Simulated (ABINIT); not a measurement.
# Nb (Im-3m) in ABINIT: a series of runs

Runs on Nb. Level: PBEsol. Tasks: relaxation of cell and atoms, single point.

Everything below comes from runs of ABINIT 10.8.3 (patched build). Logs are shortened: lines on timing, memory, paths and dates and some standing lists are left out, and cuts for length are marked. The log counts tension as positive stress, the text compression.

## Step 1: The crystal as given

Symmetry: Im-3m, No. 229, cubic system. Conventional cell: a = 3.328 Å, b = 3.328 Å, c = 3.328 Å, α = 90.00°, β = 90.00°, γ = 90.00°. Around Nb (site symmetry m-3m) lie 8 Nb at 2.88 Å.

## Step 2: Relaxation of cell and atoms, PBEsol

run.abi

```
# Pseudopotentials
pp_dirpath "./"
pseudos "Nb.upf"

# Structure
acell 3*1.0 Angstrom
rprim
    -1.6639500000     1.6639500000     1.6639500000
     1.6639500000    -1.6639500000     1.6639500000
     1.6639500000     1.6639500000    -1.6639500000
ntypat 1
znucl 41
natom 1
typat 1
chkprim 0
chksymtnons 0
tolsym 1.0e-6
xred
            0.0            0.0            0.0

# Plane-wave basis
ecut 41.0
ecutsm 0.5

# k points
kptopt 1
ngkpt 8 8 8
nshiftk 1
shiftk 0.0 0.0 0.0

# Exchange and correlation
ixc -116133

# Bands and occupations
nband 11
occopt 3
tsmear 0.05 eV

# SCF cycle
nstep 80
tolvrs 1.0e-12

# Output
iomode 3
prteig 0
prtebands 0
prtwf 0
prtden 0

# Relaxation
ionmov 2
optcell 2
ntime 50
tolmxf 2.0e-5
dilatmx 1.08
```

Potentials or basis: PseudoDojo NC SR PBEsol v0.4.1 standard.

Started as:

```sh
> mpirun --bind-to none -np 4 abinit run.abi > log 2>&1
```

run.abo:

```text
.Version 10.8.3 of ABINIT
 Symmetries : space group Im -3 m (#229); Bravais cI (body-center cubic)
================================================================================
 Values of the parameters that define the memory need of the present run
     intxc =       0    ionmov =       2      iscf =       7    lmnmax =       6
     lnmax =       6     mgfft =      36  mpssoang =       3    mqgrid =    3001
     natom =       1  nloc_mem =       1    nspden =       1   nspinor =       1
    nsppol =       1      nsym =      48    n1xccc =    2501    ntypat =       1
    occopt =       3   xclevel =       2
       mpw =        1978          nfft =       46656          nkpt =          29
================================================================================
================================================================================

--------------------------------------------------------------------------------
------------- Echo of variables that govern the present computation ------------
--------------------------------------------------------------------------------
 -outvars: echo values of preprocessed input variables --------
            acell      1.8897261259E+00  1.8897261259E+00  1.8897261259E+00 Bohr
              amu      9.29063800E+01
          chkprim           0
      chksymtnons           0
          dilatmx      1.08000000E+00
             ecut      4.10000000E+01 Hartree
           ecutsm      5.00000000E-01 Hartree
           ionmov           2
              ixc     -116133
         kptrlatt        8    0    0      0    8    0      0    0    8
          kptrlen      4.35702201E+01
            natom           1
            nband          11
            ngfft          36      36      36
             nkpt          29
            nstep          80
             nsym          48
            ntime          50
           ntypat           1
           occopt           3
          optcell           2
           prtden           0
        prtebands           0
           prteig           0
            prtwf           0
            rprim     -1.6639500000E+00  1.6639500000E+00  1.6639500000E+00
                       1.6639500000E+00 -1.6639500000E+00  1.6639500000E+00
                       1.6639500000E+00  1.6639500000E+00 -1.6639500000E+00
          spgroup         229
           tolmxf      2.00000000E-05
           tolsym      1.00000000E-06
           tolvrs      1.00000000E-12
           tsmear      1.83746611E-03 Hartree
            typat      1
            znucl       41.00000

================================================================================

 chkinp: Checking input parameters for consistency.

================================================================================
== DATASET  1 ==================================================================

--- !DatasetInfo
iteration_state: {dtset: 1, }
dimensions: {natom: 1, nkpt: 29, mband: 11, nsppol: 1, nspinor: 1, nspden: 1, mpw: 1978, }
cutoff_energies: {ecut:  41.0, pawecutdg:  -1.0, }
electrons: {nelect:   1.30000000E+01, charge:   0.00000000E+00, occopt:   3.00000000E+00, tsmear:   1.83746611E-03, }
meta: {optdriver: 0, ionmov: 2, optcell: 2, iscf: 7, paral_kgb: 0, }
...

 Real(R)+Recip(G) space primitive vectors, cartesian coordinates (Bohr,Bohr^-1):
 R(1)= -3.1444098  3.1444098  3.1444098  G(1)=  0.0000000  0.1590124  0.1590124
 R(2)=  3.1444098 -3.1444098  3.1444098  G(2)=  0.1590124  0.0000000  0.1590124
 R(3)=  3.1444098  3.1444098 -3.1444098  G(3)=  0.1590124  0.1590124  0.0000000
 Unit cell volume ucvol=  1.2435905E+02 bohr^3
 Angles (23,13,12)=  1.09471221E+02  1.09471221E+02  1.09471221E+02 degrees

 getcut: wavevector=  0.0000  0.0000  0.0000  ngfft=  36  36  36
         ecut(hartree)=     47.822   => boxcut(ratio)=   2.12335

--- Pseudopotential description ------------------------------------------------
- pspini: atom type   1  psp file is ./Nb.upf
  41.00000  13.00000  180301                  znucl, zion, pspdat
12 -116133 2 -1 1660                          pspcod,pspxc,lmax,lloc,mmax
     nproj     2     2     2

   2.03678009E+02                                ecore*ucvol(ha*bohr**3)
--------------------------------------------------------------------------------

================================================================================

=== [ionmov= 2] Broyden-Fletcher-Goldfarb-Shanno method (forces)
================================================================================

--- Iteration: ( 1/50) Internal Cycle: (1/1)
--------------------------------------------------------------------------------

---SELF-CONSISTENT-FIELD CONVERGENCE--------------------------------------------

--- !BeginCycle
iteration_state: {dtset: 1, itime: 1, icycle: 1, }
solver: {iscf: 7, nstep: 80, nline: 4, wfoptalg: 0, }
tolerances: {tolvrs: 1.00E-12, }
...

     iter   Etot(hartree)      deltaE(h)  residm     vres2
 ETOT  1  -62.220302319986    -6.222E+01 9.821E-02 1.287E+02
 ETOT  2  -62.250247277697    -2.994E-02 1.228E-02 1.516E+01
 ETOT  3  -62.252278884511    -2.032E-03 1.820E-03 1.098E-02
 ETOT  4  -62.252280827655    -1.943E-06 9.563E-04 5.298E-05
 ETOT  5  -62.252280833414    -5.760E-09 3.416E-04 2.496E-07
 ETOT  6  -62.252280833443    -2.895E-11 4.309E-04 2.276E-10
 ETOT  7  -62.252280833443     1.847E-13 2.418E-04 3.621E-13

 At SCF step    7       vres2   =  3.62E-13 < tolvrs=  1.00E-12 =>converged.

 Cartesian components of stress tensor (hartree/bohr^3)
  sigma(1 1)=  2.70842650E-04  sigma(3 2)=  0.00000000E+00
  sigma(2 2)=  2.70842650E-04  sigma(3 1)=  0.00000000E+00
  sigma(3 3)=  2.70842650E-04  sigma(2 1)=  0.00000000E+00

--- !ResultsGS
iteration_state: {dtset: 1, itime: 1, icycle: 1, }
comment   : Summary of ground state results
lattice_vectors:
- [ -3.1444098,   3.1444098,   3.1444098, ]
- [  3.1444098,  -3.1444098,   3.1444098, ]
- [  3.1444098,   3.1444098,  -3.1444098, ]
lattice_lengths: [   5.44628,    5.44628,    5.44628, ]
lattice_angles: [109.471, 109.471, 109.471, ] # degrees, (23, 13, 12)
lattice_volume:   1.2435905E+02
convergence: {deltae:  1.847E-13, res2:  3.621E-13, residm:  2.418E-04, diffor: null, }
etotal    :  -6.22522808E+01
entropy   :   0.00000000E+00
fermie    :   5.08032064E-01
cartesian_stress_tensor: # hartree/bohr^3
- [  2.70842650E-04,   0.00000000E+00,   0.00000000E+00, ]
- [  0.00000000E+00,   2.70842650E-04,   0.00000000E+00, ]
- [  0.00000000E+00,   0.00000000E+00,   2.70842650E-04, ]
pressure_GPa:  -7.9685E+00
xred      :
- [  0.0000E+00,   0.0000E+00,   0.0000E+00, Nb]
cartesian_forces: # hartree/bohr
- [ -0.00000000E+00,  -0.00000000E+00,  -0.00000000E+00, ]
force_length_stats: {min:   0.00000000E+00, max:   0.00000000E+00, mean:   0.00000000E+00, }
...
[... 268 lines left out ...]
---OUTPUT-----------------------------------------------------------------------

 Cartesian coordinates (xcart) [bohr]
  0.00000000000000E+00  0.00000000000000E+00  0.00000000000000E+00
 Reduced coordinates (xred)
  0.00000000000000E+00  0.00000000000000E+00  0.00000000000000E+00
 Cartesian forces (fcart) [Ha/bohr]; max,rms= 0.00000E+00 0.00000E+00 (free atoms)
 -0.00000000000000E+00 -0.00000000000000E+00 -0.00000000000000E+00
 Gradient of E wrt nuclear positions in reduced coordinates (gred)
 -0.00000000000000E+00 -0.00000000000000E+00 -0.00000000000000E+00
 Scale of Primitive Cell (acell) [bohr]
  5.36333393923867E+00  5.36333393923867E+00  5.36333393923867E+00
 Real space primitive translations (rprimd) [bohr]
 -3.09652229357330E+00  3.09652229357330E+00  3.09652229357330E+00
  3.09652229357330E+00 -3.09652229357330E+00  3.09652229357330E+00
  3.09652229357330E+00  3.09652229357330E+00 -3.09652229357330E+00
 Unitary Cell Volume (ucvol) [Bohr^3]=  1.18763400639871E+02
 Angles (23,13,12)= [degrees]
  1.09471220634491E+02  1.09471220634491E+02  1.09471220634491E+02
 Lengths [Bohr]
  5.36333393923867E+00  5.36333393923867E+00  5.36333393923867E+00
 Stress tensor in cartesian coordinates (strten) [Ha/bohr^3]
  1.54101279325677E-07  0.00000000000000E+00  0.00000000000000E+00
  0.00000000000000E+00  1.54101279320473E-07  0.00000000000000E+00
  0.00000000000000E+00  0.00000000000000E+00  1.54101279322208E-07
 Total energy (etotal) [Ha]= -6.22530674980356E+01

 Difference of energy with previous step (new-old):
           Absolute (Ha)=-4.49900E-07
           Relative     =-7.22695E-09

 At Broyd/MD step   4, gradients are converged :
  max grad (force/stress) = 1.5410E-05 < tolmxf= 2.0000E-05 ha/bohr (free atoms)

================================================================================

 ----iterations are completed or convergence reached----

 Mean square residual over all n,k,spin=   23.804E-14; max=  58.332E-12
 reduced coordinates (array xred) for    1 atoms
       0.000000000000      0.000000000000      0.000000000000
 rms dE/dt=  0.0000E+00; max dE/dt=  0.0000E+00; dE/dt below (all hartree)
    1       0.000000000000      0.000000000000      0.000000000000

 cartesian coordinates (angstrom) at end:
    1      0.00000000000000     0.00000000000000     0.00000000000000

 cartesian forces (hartree/bohr) at end:
    1     -0.00000000000000    -0.00000000000000    -0.00000000000000
 frms,max,avg= 0.0000000E+00 0.0000000E+00   0.000E+00  0.000E+00  0.000E+00 h/b

 cartesian forces (eV/Angstrom) at end:
    1     -0.00000000000000    -0.00000000000000    -0.00000000000000
 frms,max,avg= 0.0000000E+00 0.0000000E+00   0.000E+00  0.000E+00  0.000E+00 e/A
 length scales=  5.363333939239  5.363333939239  5.363333939239 bohr
              =  2.838154093182  2.838154093182  2.838154093182 angstroms
 Fermi (or HOMO) energy (hartree) =   0.53691   Average Vxc (hartree)=  -0.48338
 Eigenvalues (hartree) for nkpt=  29  k points:
 kpt#   1, nband= 11, wtk=  0.00195, kpt=  0.0000  0.0000  0.0000 (reduced coord)
  -1.45196   -0.54347   -0.54347   -0.54347    0.32205    0.55437    0.55437    0.55437
   0.66418    0.66418    1.06936
      occupation numbers for kpt#   1
   2.00000    2.00000    2.00000    2.00000    2.00000    0.00015    0.00015    0.00015
   0.00000    0.00000    0.00000
 prteigrs : prtvol=0 or 1, do not print more k-points.

--- !EnergyTerms
iteration_state     : {dtset: 1, itime: 4, icycle: 1, }
comment             : Components of total free energy in Hartree
kinetic             :  1.81723519628300E+01
hartree             :  7.28359176680498E+00
xc                  : -1.30013979238465E+01
Ewald energy        : -4.96549350091454E+01
psp_core            :  1.71498970465474E+00
local_psp           : -3.45497009184182E+01
non_local_psp       :  7.78244752217737E+00
internal            : -6.22526528949430E+01
'-kT*entropy'       : -4.14603092583451E-04
total_energy        : -6.22530674980356E+01
total_energy_eV     : -1.69399226468617E+03
band_energy         : -3.91245933369435E+00
...

 Cartesian components of stress tensor (hartree/bohr^3)
  sigma(1 1)=  1.54101279E-07  sigma(3 2)=  0.00000000E+00
  sigma(2 2)=  1.54101279E-07  sigma(3 1)=  0.00000000E+00
  sigma(3 3)=  1.54101279E-07  sigma(2 1)=  0.00000000E+00

-Cartesian components of stress tensor (GPa)         [Pressure= -4.5338E-03 GPa]
- sigma(1 1)=  4.53381617E-03  sigma(3 2)=  0.00000000E+00
- sigma(2 2)=  4.53381617E-03  sigma(3 1)=  0.00000000E+00
- sigma(3 3)=  4.53381617E-03  sigma(2 1)=  0.00000000E+00

== END DATASET(S) ==============================================================
================================================================================

 -outvars: echo values of variables after computation  --------
            acell      5.3633339392E+00  5.3633339392E+00  5.3633339392E+00 Bohr
           etotal     -6.2253067498E+01
            fcart     -0.0000000000E+00 -0.0000000000E+00 -0.0000000000E+00
            rprim     -5.7735026919E-01  5.7735026919E-01  5.7735026919E-01
                       5.7735026919E-01 -5.7735026919E-01  5.7735026919E-01
                       5.7735026919E-01  5.7735026919E-01 -5.7735026919E-01
           strten      1.5410127933E-07  1.5410127932E-07  1.5410127932E-07
                       0.0000000000E+00  0.0000000000E+00  0.0000000000E+00
 Calculation completed.
```

It took 14 s on 4 MPI ranks of Arm Neoverse V2, shared host; peak memory 0.28 GiB.

Results:

```yaml
Free_energy: -1693.9923 eV
Relaxed_volume: 17.60 Å³/atom
Relaxed_cell: a = 2.838 Å, b = 2.838 Å, c = 2.838 Å, α = 109.47°, β = 109.47°, γ = 109.47°
Space_group_after_relaxing_to_0.05_Å: Im-3m (No. 229)
Energy_gained_by_relaxing: 21.4 meV/atom
Ionic_steps: 4
Pressure_after_relaxing: 0.0 GPa
Band_gap_on_the_k_mesh: none (metal or under the smearing width)
```

The path:
| step | energy change (eV) | largest force (eV/Å) | pressure (GPa) | volume (Å³) |
| --- | --- | --- | --- | --- |
| 1 | 0.0000 | 0.0000 | -7.97 | 18.43 |
| 2 | -0.0166 | 0.0000 | -3.91 | 17.98 |
| 3 | -0.0214 | 0.0000 | 0.21 | 17.58 |
| 4 | -0.0214 | 0.0000 | 0.00 | 17.60 |

Final structure:
```
CELL_PARAMETERS angstrom
-1.63861 1.63861 1.63861
1.63861 -1.63861 1.63861
1.63861 1.63861 -1.63861
ATOMIC_POSITIONS crystal
Nb 0.00000 0.00000 0.00000
```

## Step 3: Single point, PBEsol (cell relaxed)

run.abi

```
# Pseudopotentials
pp_dirpath "./"
pseudos "Nb.upf"

# Structure
acell 3*1.0 Angstrom
rprim
    -1.6386090300     1.6386090300     1.6386090300
     1.6386090300    -1.6386090300     1.6386090300
     1.6386090300     1.6386090300    -1.6386090300
ntypat 1
znucl 41
natom 1
typat 1
xred
     0.0000000000     0.0000000000     0.0000000000
chkprim 0
chksymtnons 0
tolsym 1.0e-6

# Plane-wave basis
ecut 41.0

# k points
kptopt 1
ngkpt 8 8 8
nshiftk 1
shiftk 0.0 0.0 0.0

# Exchange and correlation
ixc -116133

# Bands and occupations
nband 11
occopt 3
tsmear 0.05 eV

# SCF cycle
nstep 100
tolvrs 1.0e-10

# Output
iomode 3
prtwf 0
prtden 0
prteig 0
prtebands 0
enunit 2
```

Potentials or basis: PseudoDojo NC SR PBEsol v0.4.1 standard.

Started as:

```sh
> mpirun --bind-to none -np 4 abinit run.abi > log 2>&1
```

It took 3.5 s on 4 MPI ranks of Arm Neoverse V2, shared host; peak memory 0.28 GiB.

The run converged. Its results:

| Quantity | Value |
| --- | --- |
| Free energy | -1693.9923 eV |
| Pressure | -0.1 GPa |
| Band gap on the k mesh | none (metal or under the smearing width) |
| Valence electrons inside the program's atomic spheres | Nb 9.47 (radii [1.0584] Å) |

Levels at points of the mesh, in eV from the Fermi level:
| k point | band 4 | band 5 | band 6 | band 7 | band 8 | band 9 |
| --- | --- | --- | --- | --- | --- | --- |
| (0.00, 0.00, 0.00) | -29.40 | -5.85 | 0.48 | 0.48 | 0.48 | 3.46 |
| (0.50, 0.00, 0.00) | -29.41 | -3.70 | -1.62 | 2.54 | 3.51 | 4.21 |
| (0.50, 0.50, 0.50) | -30.40 | -3.75 | -3.75 | 5.91 | 5.91 | 5.91 |
